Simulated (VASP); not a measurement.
# AlP (F-43m) in VASP: further runs

Runs on AlP. Level: PBE. Tasks: single point.

All numbers are computed with VASP 6.6.1; they aren't measurements. Logs are shortened: lines on timing, memory, paths and dates and some standing lists are left out, and cuts for length are marked.

**What was measured.**

From a printed reference work, data compilation, for a bulk crystal of AlP at 4.2 K: band gap 2.505 eV (indirect).

The results are compared with them further down.

### 1 The cell of the first run

Symmetry: F-43m, No. 216, cubic system. The conventional cell has a = 5.359 Å, b = 5.359 Å, c = 5.359 Å, α = 90.00°, β = 90.00°, γ = 90.00°. Within 3.1 Å of Al (site symmetry -43m) lie 4 P at 2.32 Å. Within 3.1 Å of P (site symmetry -43m) lie 4 Al at 2.32 Å.

### 2 Single point, PBE

The input, INCAR:

```
PREC = Accurate
ENCUT = 500
EDIFF = 1E-6
ISMEAR = 0
SIGMA = 0.01
LREAL = False
LASPH = True
NELM = 120
ALGO = Normal
ISIF = 2
LWAVE = False
LCHARG = False
GGA = PE
NBANDS = 11
GGA_COMPAT = False
```

The input, KPOINTS:

```
Automatic mesh
0
Gamma
  6 6 6
```

The input, POSCAR:

```
AlP
1.0
    0.0000000000      2.6792961588      2.6792961588
    2.6792961588      0.0000000000      2.6792961588
    2.6792961588      2.6792961588      0.0000000000
Al P
1 1
Direct
    0.0000000000      0.0000000000      0.0000000000
    0.2500000000      0.2500000000      0.2500000000
```

Potentials or basis: VASP PAW PBE potentials, release 64 (Al, P).

Launch:

```bash
> cat potpaw_PBE.64/Al/POTCAR potpaw_PBE.64/P/POTCAR > POTCAR
> mpirun -np 1 vasp_std > vasp.out
```

OUTCAR:

```text
PREC = Accurate
   ENCUT = 500
   EDIFF = 1E-6
   ISMEAR = 0
   LREAL = False
   LASPH = True
   NELM = 120
   ISIF = 2
   GGA = PE

 ion  position               nearest neighbor table
   1  0.000  0.000  0.000-   2 2.32   2 2.32   2 2.32   2 2.32
   2  0.250  0.250  0.250-   1 2.32   1 2.32   1 2.32   1 2.32

  LATTYP: Found a face centered cubic cell.
 ALAT       =     5.3585923176

  Lattice vectors:

 A1 = (   0.0000000000,   2.6792961588,   2.6792961588)
 A2 = (   2.6792961588,   0.0000000000,   2.6792961588)
 A3 = (   2.6792961588,   2.6792961588,   0.0000000000)

Analysis of symmetry for initial positions (statically):
=====================================================================
 Subroutine PRICEL returns:
 Original cell was already a primitive cell.

 Routine SETGRP: Setting up the symmetry group for a
 face centered cubic supercell.

 Subroutine GETGRP returns: Found 24 space group operations
 (whereof 24 operations were pure point group operations)
 out of a pool of 48 trial point group operations.

The static configuration has the point symmetry T_d .

Analysis of symmetry for dynamics (positions and initial velocities):
=====================================================================
 Subroutine PRICEL returns:
 Original cell was already a primitive cell.

 Routine SETGRP: Setting up the symmetry group for a
 face centered cubic supercell.

 Subroutine GETGRP returns: Found 24 space group operations
 (whereof 24 operations were pure point group operations)
 out of a pool of 48 trial point group operations.

The dynamic configuration has the point symmetry T_d .

 Subroutine INISYM returns: Found 24 space group operations
 (whereof 24 operations are pure point group operations),
 and found     1 'primitive' translations

----------------------------------------------------------------------------------------

                                     Primitive cell

  volume of cell :      38.4673

  direct lattice vectors                    reciprocal lattice vectors
     0.000000000  2.679296159  2.679296159    -0.186616175  0.186616175  0.186616175
     2.679296159  0.000000000  2.679296159     0.186616175 -0.186616175  0.186616175
     2.679296159  2.679296159  0.000000000     0.186616175  0.186616175 -0.186616175

  length of vectors
     3.789096965  3.789096965  3.789096965     0.323228696  0.323228696  0.323228696

  position of ions in fractional coordinates (direct lattice)
     0.000000000  0.000000000  0.000000000
     0.250000000  0.250000000  0.250000000

  ion indices of the primitive-cell ions
   primitive index   ion index
                 1           1
                 2           2

----------------------------------------------------------------------------------------

 KPOINTS: Automatic mesh

Automatic generation of k-mesh.
 Grid dimensions read from file:
 generate k-points for:    6    6    6

 Generating k-lattice:

  Cartesian coordinates                     Fractional coordinates (reciprocal lattice)
    -0.031102696  0.031102696  0.031102696     0.166666667  0.000000000  0.000000000
     0.031102696 -0.031102696  0.031102696     0.000000000  0.166666667  0.000000000
     0.031102696  0.031102696 -0.031102696     0.000000000  0.000000000  0.166666667

  Length of vectors
     0.053871449  0.053871449  0.053871449

  Shift w.r.t. Gamma in fractional coordinates (k-lattice)
     0.000000000  0.000000000  0.000000000

 Subroutine IBZKPT returns following result:
 ===========================================

 Found     16 irreducible k-points:

 Following reciprocal coordinates:
            Coordinates               Weight
  0.000000  0.000000  0.000000      1.000000
  0.166667  0.000000  0.000000      8.000000
  0.333333  0.000000  0.000000      8.000000
  0.500000  0.000000  0.000000      4.000000
  0.166667  0.166667  0.000000      6.000000
  0.333333  0.166667  0.000000     24.000000
[... 8 lines left out ...]
 -0.333333  0.333333  0.166667     24.000000
 -0.333333  0.500000  0.166667     12.000000
   k-points           NKPTS =     16   k-points in BZ     NKDIM =     16   number of bands    NBANDS=     11
   number of dos      NEDOS =    301   number of ions     NIONS =      2
   total plane-waves  NPLWV =  21952
   dimension x,y,z NGX =    28 NGY =   28 NGZ =   28
   dimension x,y,z NGXF=    56 NGYF=   56 NGZF=   56
   ions per type =               1   1
   NGX,Y,Z   is equivalent  to a cutoff of  12.28, 12.28, 12.28 a.u.
   NGXF,Y,Z  is equivalent  to a cutoff of  24.57, 24.57, 24.57 a.u.
 SYSTEM =  unknown system
   PREC   = accura    normal or accurate (medium, high low for compatibility)
   ISTART =      0    job   : 0-new  1-cont  2-samecut
   ICHARG =      2    charge: 1-file 2-atom 10-const
   ISPIN  =      1    spin polarized calculation?
   LNONCOLLINEAR =      F non collinear calculations
   LSORBIT =      F    spin-orbit coupling
   LASPH  =      T    aspherical Exc in radial PAW
   ENCUT  =  500.0 eV  36.75 Ry    6.06 a.u.   6.91  6.91  6.91*2*pi/ulx,y,z
   NELM   =    120;   NELMIN=  2; NELMDL= -5     # of ELM steps
   EDIFF  = 0.1E-05   stopping-criterion for ELM
   LREAL  =      F    real-space projection
   EDIFFG = 0.1E-04   stopping-criterion for IOM
   NSW    =      0    number of steps for IOM
   IBRION =     -1    ionic relax: 0-MD 1-quasi-New 2-CG
   NFREE  =      0    steps in history (QN), initial steepest desc. (CG)
   ISIF   =      2    stress and relaxation
   ISYM   =      2    0-nonsym 1-usesym 2-fastsym
   POTIM  = 0.5000    time-step for ionic-motion
   TEBEG  =    0.0;   TEEND  =   0.0 temperature during run
   PSTRESS=    0.0 pullay stress
   NELECT =       8.0000    total number of electrons
   NUPDOWN=      -1.0000    fix difference up-down
   EMIN   =  10.00;   EMAX   =-10.00  energy-range for DOS
   EFERMI =   0.00;   METHOD = LEGACY
   ISMEAR =     0;   SIGMA  =   0.01  broadening in eV -4-tet -1-fermi 0-gaus
   EFERMI_NEDOS =   21; number of points for ismear=-14 and -15
   IALGO  =     38    algorithm
   IMIX   =      4    mixing-type and parameters
     AMIX     =   0.40;   BMIX     =  1.00
     AMIX_MAG =   1.60;   BMIX_MAG =  1.00
  volume/ion in A,a.u.               =      19.23       129.80
  Fermi-wavevector in a.u.,A,eV,Ry     =   0.969931  1.832904 12.799897  0.940766
  Thomas-Fermi vector in A             =   2.100024
   LORBIT       =      0    0 simple, 1 ext, 2 COOP (PROOUT), +10 PAW based schemes
   GGA     = PE    functional components
   LHFCALC =     F    Hartree Fock is set to
   AEXX    =    0.0000 exact exchange contribution
   IVDW    =     0    specifies the selected vdW correction
   LEPSILON=     F    determine dielectric tensor
   LRPA    =     F    only Hartree local field effects (RPA)
 non-spin polarized calculation
 Gauss-broadening in eV      SIGMA  =   0.01
  energy-cutoff  :      500.00
  volume of cell :       38.47
 maximum number of plane-waves:      1002
   NGX = 13   NGY = 13   NGZ = 13

 number of electron       7.9999999 magnetization

 Free energy of the ion-electron system (eV)
  ---------------------------------------------------
  ext. energy  EPLUGINS =         0.00000000
  ---------------------------------------------------
  free energy    TOTEN  =       -10.29279050 eV

  energy without entropy =      -10.29279050  energy(sigma->0) =      -10.29279050

 E-fermi :   5.2305     XC(G=0):  -9.4273

 val. band max:        5.1141852404   @ k =   0.0000   0.0000   0.0000
 cond. band min:       6.5727242693   @ k =   0.5000   0.5000   0.0000
 fundamental gap:      1.4585390289
 Fermi energy:         5.2304637486

 k-point     1 :       0.0000    0.0000    0.0000
  band No.  band energies     occupation
      1      -6.7244      2.00000
      2       5.1142      2.00000
      3       5.1142      2.00000
      4       5.1142      2.00000
      5       8.9071      0.00000
      6       9.7502      0.00000
      7       9.7502      0.00000
      8       9.7502      0.00000
      9      14.0083      0.00000
     10      14.0083      0.00000
     11      15.8069      0.00000

 k-point     2 :       0.1667    0.0000    0.0000
  band No.  band energies     occupation
      1      -6.4010      2.00000
      2       3.1978      2.00000
      3       4.8591      2.00000
      4       4.8591      2.00000
      5       8.9984      0.00000
      6      10.2047      0.00000
      7      10.2047      0.00000
      8      11.1100      0.00000
      9      13.3433      0.00000
     10      13.3433      0.00000
     11      16.2283      0.00000

 k-point     3 :       0.3333    0.0000    0.0000
  band No.  band energies     occupation
      1      -5.5505      2.00000
      2       0.6060      2.00000
      3       4.4724      2.00000
      4       4.4724      2.00000
      5       8.3812      0.00000
      6      10.2033      0.00000
      7      10.2033      0.00000
      8      13.3437      0.00000
      9      14.3651      0.00000
     10      14.3651      0.00000
     11      15.7864      0.00000

 k-point     4 :       0.5000    0.0000    0.0000
  band No.  band energies     occupation
      1      -4.9020      2.00000
      2      -0.6733      2.00000
      3       4.3176      2.00000
      4       4.3176      2.00000
      5       8.1389      0.00000
      6       9.9413      0.00000
      7       9.9413      0.00000
      8      13.5365      0.00000
      9      16.8243      0.00000
     10      16.8243      0.00000
     11      17.4683      0.00000
[... 127 lines left out ...]
 k-point    14 :       0.5000    0.3333    0.1667
  band No.  band energies     occupation
      1      -4.8718      2.00000
      2       0.5614      2.00000
      3       2.2777      2.00000
      4       3.4254      2.00000
      5       8.9860      0.00000
      6      10.0320      0.00000
      7      10.7909      0.00000
      8      13.5814      0.00000
      9      14.7539      0.00000
     10      16.9790      0.00000
     11      18.9343      0.00000

 k-point    15 :      -0.3333    0.3333    0.1667
  band No.  band energies     occupation
      1      -4.3582      2.00000
      2      -0.0595      2.00000
      3       1.8035      2.00000
      4       3.0032      2.00000
      5       9.1741      0.00000
      6      10.2162      0.00000
      7      12.2159      0.00000
      8      12.9255      0.00000
      9      14.3162      0.00000
     10      17.4047      0.00000
     11      18.4571      0.00000

 k-point    16 :      -0.3333    0.5000    0.1667
  band No.  band energies     occupation
      1      -4.1353      2.00000
      2      -0.0943      2.00000
      3       2.0177      2.00000
      4       2.2709      2.00000
      5       8.4075      0.00000
      6       9.4996      0.00000
      7      12.9936      0.00000
      8      13.3613      0.00000
      9      16.8175      0.00000
     10      17.3801      0.00000
     11      18.8603      0.00000

------------------------ aborting loop because EDIFF is reached ----------------------------------------

  FORCE on cell =-STRESS in cart. coord.  units (eV):
  Direction    XX          YY          ZZ          XY          YZ          ZX
  --------------------------------------------------------------------------------------
  -------------------------------------------------------------------------------------
  Total        1.9226952      1.9226952      1.9226952     -0.0000000      0.0000000     -0.0000000
  in kB       80.0808831     80.0808831     80.0808831     -0.0000000      0.0000000     -0.0000000
  external PRESSURE =      80.0808831 kB  Pullay stress =       0.0000000 kB

 VOLUME and BASIS-vectors are now :
 -----------------------------------------------------------------------------
  energy-cutoff  :      500.00
  volume of cell :       38.47
      direct lattice vectors                 reciprocal lattice vectors
     0.000000000  2.679296159  2.679296159    -0.186616175  0.186616175  0.186616175
     2.679296159  0.000000000  2.679296159     0.186616175 -0.186616175  0.186616175
     2.679296159  2.679296159  0.000000000     0.186616175  0.186616175 -0.186616175

 POSITION                                       TOTAL-FORCE (eV/Angst)
 -----------------------------------------------------------------------------------
      0.00000      0.00000      0.00000        -0.000000     -0.000000     -0.000000
      1.33965      1.33965      1.33965         0.000000      0.000000      0.000000
 -----------------------------------------------------------------------------------
    total drift:                                0.000000      0.000000      0.000000

  FREE ENERGIE OF THE ION-ELECTRON SYSTEM (eV)
  ---------------------------------------------------
  free  energy   TOTEN  =       -10.2927904965 eV

  energy  without entropy=      -10.2927904965  energy(sigma->0) =      -10.29279050
```

Run time: 5.5 s. Hardware: 1 thread of Intel Xeon Platinum 8375C at 2.90GHz (Ice Lake), shared host; peak memory 0.14 GiB.

What came out:

```
Free energy            : -10.2928 eV
Pressure               : 8.0 GPa
Band gap on the k mesh : 1.46 eV, indirect (least direct gap 3.68 eV)
```

Levels at points of the mesh, in eV from the valence-band top:
```tsv
k point	band 2	band 3	band 4	band 5	band 6	band 7
(0.00, 0.00, 0.00)	0.00	0.00	0.00	3.79	4.64	4.64
(0.50, 0.00, 0.00)	-5.79	-0.80	-0.80	3.02	4.83	4.83
(0.50, 0.50, 0.00)	-5.51	-2.22	-2.22	1.46	2.44	11.56
```

### 3 Single point, PBE

This run uses another cell than the first one, of 20.45 Å³/atom, 1.063 times its volume.

The input, INCAR:

```
SYSTEM = AlP
  PREC = Accurate
  ENCUT = 500
  EDIFF = 1E-6
  ISMEAR = 0
  SIGMA = 0.01
  LREAL = .FALSE.
  LASPH = .TRUE.
  NELM = 120
  ALGO = Normal
  ISIF = 2
  LWAVE = .FALSE.
  LCHARG = .FALSE.
  GGA = PE
  NBANDS = 11
  GGA_COMPAT = .FALSE.
```

The input, KPOINTS:

```
regular mesh
0
G
  6 6 6
  0 0 0
```

The input, POSCAR:

```
AlP
1.0
    0.0000000000      2.7345548838      2.7345548838
    2.7345548838      0.0000000000      2.7345548838
    2.7345548838      2.7345548838      0.0000000000
Al P
1 1
Direct
    0.0000000000      0.0000000000      0.0000000000
    0.2500000000      0.2500000000      0.2500000000
```

Potentials or basis: VASP PAW PBE potentials, release 64 (Al, P).

Launch:

```bash
> cat potpaw_PBE.64/Al/POTCAR potpaw_PBE.64/P/POTCAR > POTCAR
> mpirun -np 1 vasp_std > vasp.out
```

It took 5.6 s on 1 thread of Intel Xeon Platinum 8375C at 2.90GHz (Ice Lake), shared host; peak memory 0.14 GiB.

It converged, with:

```yaml
Free_energy: -10.3647 eV
Pressure: 1.8 GPa
Band_gap_on_the_k_mesh: 1.59 eV, indirect (least direct gap 3.26 eV)
```

Levels at points of the mesh, in eV from the valence-band top:
| k point | band 1 | band 2 | band 3 | band 4 | band 5 | band 6 | band 7 | band 8 |
| --- | --- | --- | --- | --- | --- | --- | --- | --- |
| (0.00, 0.00, 0.00) | -11.48 | 0.00 | 0.00 | 0.00 | 3.26 | 4.55 | 4.55 | 4.55 |
| (0.50, 0.00, 0.00) | -9.81 | -5.51 | -0.76 | -0.76 | 2.79 | 4.82 | 4.82 | 8.26 |
| (0.50, 0.50, 0.00) | -9.15 | -5.29 | -2.09 | -2.09 | 1.59 | 2.47 | 11.03 | 11.03 |

### 4 Single point, PBE

This run uses another cell than the first one, of 21.66 Å³/atom, 1.126 times its volume.

The input, INCAR:

```
PREC = Accurate ; ENCUT = 500
EDIFF = 1E-6 ; ISMEAR = 0
SIGMA = 0.01 ; LREAL = F
LASPH = T ; NELM = 120
ALGO = Normal ; ISIF = 2
LWAVE = F ; LCHARG = F
GGA = PE ; NBANDS = 11
GGA_COMPAT = F
```

The input, KPOINTS:

```
Automatic mesh
0
Gamma
  6 6 6
```

The input, POSCAR:

```
AlP
1.0
    0.0000000000      2.7876662614      2.7876662614
    2.7876662614      0.0000000000      2.7876662614
    2.7876662614      2.7876662614      0.0000000000
Al P
1 1
Direct
    0.0000000000      0.0000000000      0.0000000000
    0.2500000000      0.2500000000      0.2500000000
```

Launch:

```bash
> cat potpaw_PBE.64/Al/POTCAR potpaw_PBE.64/P/POTCAR > POTCAR
> mpirun -np 1 vasp_std > vasp.out
```

Run time: 7.9 s. Hardware: 1 thread of Intel Xeon Platinum 8375C at 2.90GHz (Ice Lake), shared host; peak memory 0.15 GiB.

Results (log left out):

- Free energy: -10.3549 eV
- Pressure: -2.9 GPa
- Band gap on the k mesh: 1.69 eV, indirect (least direct gap 2.78 eV)

Levels at points of the mesh, in eV from the valence-band top:
| k point | band 1 | band 2 | band 3 | band 4 | band 5 | band 6 | band 7 | band 8 | band 9 |
| --- | --- | --- | --- | --- | --- | --- | --- | --- | --- |
| (0.00, 0.00, 0.00) | -11.16 | 0.00 | 0.00 | 0.00 | 2.78 | 4.47 | 4.47 | 4.47 | 8.76 |
| (0.50, 0.00, 0.00) | -9.63 | -5.26 | -0.73 | -0.73 | 2.58 | 4.79 | 4.79 | 8.09 | 11.32 |
| (0.50, 0.50, 0.00) | -9.03 | -5.10 | -1.98 | -1.98 | 1.69 | 2.48 | 10.53 | 10.53 | 11.38 |

### 5 The runs side by side

| cell | gap on the mesh (eV) | pressure (GPa) |
| --- | --- | --- |
| a = 3.789 Å, angles 60.0°, 2 atoms | 1.46 | 8.0 |
| a = 3.867 Å, angles 60.0°, 2 atoms | 1.59 | 1.8 |
| a = 3.942 Å, angles 60.0°, 2 atoms | 1.69 | -2.9 |

Alike in all rows: task single point; level PBE; potentials or basis VASP PAW PBE potentials, release 64 (Al, P); no spin polarisation; k mesh 6 × 6 × 6; cutoff (eV) 500; smearing gaussian 0.01 eV.

Total energies depend on the potentials used, so only differences within one code and one set of settings carry meaning.

### 6 Against experiment

Step 3. Measured gap of AlP: 2.505 eV (indirect; 4.2 K; a printed reference work, data compilation). This calculation gives 1.59 eV (-0.92 eV). The value is that of PBE on a finite k mesh, which can miss the band edges, without temperature or zero-point motion. Semilocal functionals fall short of measured gaps as a rule.

Step 4. Against the measured gap of AlP, 2.505 eV (indirect; 4.2 K; a printed reference work, data compilation), the calculated 1.69 eV is off by -0.81 eV. The value is that of PBE on a finite k mesh, which can miss the band edges, without temperature or zero-point motion. Semilocal functionals fall short of measured gaps as a rule.
